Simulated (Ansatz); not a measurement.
**Ba started on a Hf site and Hf started on a Ba site, 3.60 Å apart on the ideal sites in cubic perovskite BaHfO3, 40 atoms, charge 0**

These are results of DFT, PBEsol, PAW, plane waves (Ansatz 0.2.0), not measurements.

Command:

```sh
ansatz run in.yaml --threads 8 --pin off --max-ram 13300MiB --runs-dir r --events-out ev --progress --plain
```

The input less its lattice and atoms:

```yaml
crystal:
  symmetry: { detect: false }
kpoints:
  mp_grid: { grid: [1, 1, 1], shift: [0.25, 0.25, 0.25] }
hamiltonian:
  xc: pbesol
scf:
  occupations: { method: fermi_dirac, width: 0.01 }
relax:
  f_tol: 0.03
  max_steps: 80
  escape_saddle: false
  adjacent_minimum: "off"
output:
  forces: true
  eigenvalues: true
  populations: true
  write_density: true
  write_potential: true
  elf: true
  volumetric_format: npy
```

Start:

```xyz
40
Lattice="8.3152 0.0000 0.0000 0.0000 8.3152 0.0000 0.0000 0.0000 8.3152" Properties=species:S:1:pos:R:3 pbc="T T T"
Hf    8.3082    8.2969    0.0105
Hf    2.0784    2.0643    6.2335
Hf    2.0716    6.2379    2.0946
Hf    2.0792    6.2206    6.2644
Hf    6.2056    2.0956    2.0999
Hf    6.2434    2.0484    6.2218
Hf    6.2446    6.2634    2.0579
Hf    6.2426    6.2511    6.2162
Ba    8.3079    8.3105    4.1513
Ba    8.2922    4.1847    0.0025
Ba    0.0075    4.1501    4.1469
Ba    4.1641    8.3074    0.0198
Ba    4.1728    0.0217    4.1648
Ba    4.1571    4.1123    8.2950
Ba    4.1803    4.2040    4.1664
Ba    2.1068    2.0683    2.0696
O     2.0857    2.0914    0.0071
O     2.0787    2.0574    4.1703
O     2.0928    6.2204    0.0102
O     2.0911    6.2508    4.1729
O     6.2250    2.1030    8.2944
O     6.2425    2.0637    4.1865
O     6.2434    6.2616    0.0040
O     6.2039    6.1898    4.1832
O     0.0199    2.0400    2.0635
O     8.2934    2.0522    6.2420
O     8.2959    6.2750    2.0851
O     8.2842    6.2156    6.2518
O     4.1391    2.0563    2.0834
O     4.1435    2.0919    6.2377
O     4.1532    6.2388    2.0782
O     4.1620    6.2620    6.2397
O     2.1019    8.3125    2.0977
O     2.1056    0.0098    6.2337
O     2.0642    4.1841    2.0444
O     2.0929    4.1742    6.2265
O     6.2404    8.2786    2.0777
O     6.2422    0.0113    6.2275
O     6.2306    4.1545    2.0924
O     6.2706    4.1253    6.2498
```

Steps:

| step | energy less the first (eV) | largest force component (eV/Å) |
| --- | --- | --- |
| start | 0.000 | 8.058 |
| 1 | -5.258 | 1.746 |
| 2 | -7.076 | 2.172 |
| 3 | -9.158 | 2.182 |
| 4 | -10.581 | 1.867 |
| 5 | -11.527 | 1.681 |
| 6 | -12.352 | 0.936 |
| 7 | -12.993 | 0.559 |
| 8 | -13.480 | 0.743 |
| 9 | -13.726 | 0.478 |
| 10 | -13.896 | 0.103 |
| 11 | -13.936 | 0.120 |
| 12 | -13.979 | 0.106 |
| 13 | -13.989 | 0.268 |
| 14 | -14.036 | 0.105 |
| 15 | -14.060 | 0.262 |
| 16 | -14.091 | 0.470 |
| 17 | -14.154 | 0.356 |
| 18 | -14.215 | 0.207 |
| 19 | -14.251 | 0.112 |
| 20 | -14.293 | 0.292 |
| 21 | -14.329 | 0.269 |
| 22 | -14.360 | 0.161 |
| 23 | -14.395 | 0.130 |
| 24 | -14.428 | 0.236 |
| 25 | -14.516 | 0.191 |
| 26 | -14.607 | 0.266 |
| 27 | -14.677 | 0.239 |
| 28 | -14.706 | 0.022 |
| 29 | -14.706 | 0.022 |

A structure on the way, about -14.06 eV from the start:

```xyz
40
Lattice="8.3152 0.0000 0.0000 0.0000 8.3152 0.0000 0.0000 0.0000 8.3152" Properties=species:S:1:pos:R:3 pbc="T T T"
Hf    0.4902    0.0564    0.7690
Hf    2.0814    2.0823    6.2832
Hf    2.1064    6.2107    2.1807
Hf    2.0400    6.2938    6.3023
Hf    6.2799    2.0326    2.0509
Hf    6.3217    2.0218    6.2838
Hf    6.2060    6.2667    2.0743
Hf    6.2554    6.2881    6.2401
Ba    0.0081    8.2898    4.2873
Ba    8.1991    4.2148    8.1718
Ba    8.2384    4.1994    4.1781
Ba    4.1923    0.0167    8.3053
Ba    4.1521    0.0544    4.2501
Ba    4.3291    4.2280    8.1921
Ba    4.2807    4.2016    4.3595
Ba    2.2671    2.4346    2.0766
O     1.6076    1.4026    8.1728
O     2.5658    2.2503    4.3991
O     1.7758    6.7168    0.0152
O     2.0429    6.0486    4.1935
O     6.7961    1.8348    8.2440
O     6.0411    2.1122    4.1154
O     6.1933    6.2412    8.2954
O     6.2158    6.1393    4.1412
O     8.2364    1.4050    2.1469
O     0.0426    2.2046    5.8614
O     8.1950    6.7830    2.0228
O     8.2904    6.1340    6.1353
O     4.4835    2.1954    1.3415
O     4.2280    2.0451    6.5825
O     4.0851    5.8797    2.0342
O     4.1321    6.2400    6.2478
O     2.0571    8.2356    2.1079
O     2.1109    8.2858    5.9473
O     1.2344    4.5268    1.8877
O     2.1430    4.1642    6.6456
O     5.8219    8.2546    2.1401
O     6.2099    8.2964    6.0612
O     6.5081    4.1319    2.0215
O     6.1850    4.1380    6.2697
```

End:

```xyz
40
Lattice="8.3152 0.0000 0.0000 0.0000 8.3152 0.0000 0.0000 0.0000 8.3152" Properties=species:S:1:pos:R:3 pbc="T T T"
Hf    0.4498    0.4478    0.4522
Hf    2.0521    2.0748    6.3147
Hf    2.0784    6.3111    2.0541
Hf    2.0202    6.2701    6.3054
Hf    6.3123    2.0482    2.0789
Hf    6.3038    2.0170    6.2740
Hf    6.2720    6.3009    2.0231
Hf    6.2695    6.2669    6.2704
Ba    8.3116    8.3095    4.2481
Ba    8.3111    4.2469    8.3132
Ba    8.2219    4.2094    4.2523
Ba    4.2474    8.3051    8.3133
Ba    4.2489    8.2206    4.2168
Ba    4.2140    4.2485    8.2235
Ba    4.3161    4.3130    4.3201
Ba    2.3661    2.3642    2.3638
O     1.5250    2.1421    8.2931
O     2.2070    1.3226    4.5212
O     2.2253    5.9010    8.2902
O     1.9863    6.5261    4.1669
O     6.9229    1.5907    8.2507
O     6.0180    2.1614    4.1285
O     6.0375    6.2434    8.2817
O     6.3241    6.1011    4.1218
O     8.2910    1.5249    2.1461
O     8.2868    2.2236    5.9029
O     8.2482    6.9208    1.6007
O     8.2802    6.0335    6.2474
O     4.5221    2.2030    1.3191
O     4.1641    1.9795    6.5269
O     4.1274    6.0163    2.1630
O     4.1207    6.3207    6.1069
O     2.1437    8.2897    1.5308
O     1.5987    8.2480    6.9216
O     1.3198    4.5200    2.2103
O     2.1624    4.1253    6.0226
O     5.8995    8.2845    2.2289
O     6.2450    8.2773    6.0347
O     6.5237    4.1610    1.9836
O     6.1054    4.1170    6.3268
```

The run converged.

Time: 2.6 min of wall time on 8 threads of a Platinum 8259CL processor, on a host shared with other runs; peak host memory 1.4 GiB.

Problem. How much energy did the relaxation gain, and which atom moved most?

Solution. 14.71 eV in 29 steps, from a start with small random displacements (the gain also holds any tilting of the ideal host); atom 29 (O) moved 0.87 Å, the median atom 0.23 Å (drift of the whole cell removed).

The one k point has no symmetry partners, which can distort the end along one axis.
